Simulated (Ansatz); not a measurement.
Crystal: KCl.

```
CELL_PARAMETERS angstrom
3.83920 0.00000 0.00000
0.00000 3.83920 0.00000
0.00000 0.00000 3.83920
ATOMIC_POSITIONS crystal
K 0.00000 0.00000 0.00000
Cl 0.50000 0.50000 0.50000
```

Measurements of this composition are mostly on another form, of space group No. 225.

Program: Ansatz 0.2.0. Alike in all runs: task band structure; potentials or basis Ansatz PAW; no spin polarisation; cell as given; k mesh 7 × 7 × 7; smearing fermi-dirac 0.05 eV.

Q: Order these runs on this cell by their band gap on the k mesh, lowest first.
A. level LDA; cutoff (eV) 420
B. level PBE; cutoff (eV) 420
C. level r2SCAN; cutoff (eV) 500
D. level PBEsol; cutoff (eV) 420

A: A (4.39 eV), D (4.64 eV), B (4.82 eV), C (5.57 eV).

